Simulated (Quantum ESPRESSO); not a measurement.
**CaO under changes of volume**

One of the cells (13.886 Å³/atom); the others are scaled copies at fixed shape and fractional positions:

```xyz
2
Lattice="0.0000 2.4036 2.4036 2.4036 0.0000 2.4036 2.4036 2.4036 0.0000" Properties=species:S:1:pos:R:3 pbc="T T T"
Ca    0.0000    0.0000    0.0000
O     2.4036    2.4036    2.4036
```

The cell is a database's computed one.

- Program: Quantum ESPRESSO 7.5
- Functional: AM05
- Potentials or basis: PseudoDojo 0.4.1 SR PBE standard
- Cutoff: 1143 eV
- Density cutoff: 4572 eV
- k mesh: 10 × 10 × 10
- Occupations: fermi-dirac, width 0.05 eV
- Spin: no spin polarisation

```csv
volume (Å³/atom),energy over the lowest point (meV/atom),pressure (GPa),gap on the mesh (eV)
13.052,9.61,5.4,3.57
13.330,2.59,2.7,3.58
13.608,0.00,0.3,3.60
13.886,1.38,-1.9,3.60
14.163,?,?,?
14.441,14.47,-5.6,3.62
14.719,25.47,-7.1,3.62
```

Question: What does the run at 14.163 Å³/atom give?

Answer: Energy over the lowest point 6.33 meV/atom; pressure -3.8 GPa; gap on the mesh 3.61 eV.

Worked out: A Birch-Murnaghan fit of order 3 (a polynomial in V^(-2/3)) to the other rows has its minimum at 13.64 Å³/atom with B0 = V·E''(V) = 111 GPa and B' = 4.4. It gives 6.32 meV/atom at 14.163 Å³/atom, against the run's 6.33, and -dE/dV = -3.8 GPa, against -3.8. A parabola through the other rows of the gap, of slope 0.333 eV per unit of ln V there, gives 3.61 eV, against the run's 3.61.

Energies are extrapolated to zero smearing.

Caveats: the potentials were made for another functional, which shifts forces and pressure.

A mesh can miss the band edges.
